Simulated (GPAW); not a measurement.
**ZrN: single point with PBE**

ZrN:

```
Zr N
1.0
     0.00000    2.30000    2.30000
     2.30000    0.00000    2.30000
     2.30000    2.30000    0.00000
Zr N
1 1
Direct
  0.50000 0.50000 0.50000
  0.00000 0.00000 0.00000
```

- Program: GPAW 26.7.0
- Task: single point
- Functional: PBE
- Potentials or basis: GPAW PAW data sets (gpaw-data 1.2.1)
- Cutoff: 800 eV
- Basis: pw
- k mesh: 10 × 10 × 10
- Occupations: gaussian, width 0.026 eV
- Spin: no spin polarisation

The pressure is -2.8 GPa. The band gap on the k mesh is none (metal or under the smearing width).

Levels at points of the mesh, in eV from the Fermi level:
```csv
k point,band 7,band 8,band 9,band 10,band 11,band 12
"(0.00, 0.00, 0.00)",-2.69,-2.69,-0.42,-0.42,-0.42,1.53
"(0.50, 0.50, 0.00)",-3.46,-3.20,-3.20,3.29,4.43,4.43
"(0.50, 0.50, 0.50)",-5.67,-5.67,2.94,3.01,3.01,4.67
```

Wall time 26 s on 1 thread of Arm Neoverse V1, with other jobs on the host, peak memory 0.17 GiB.
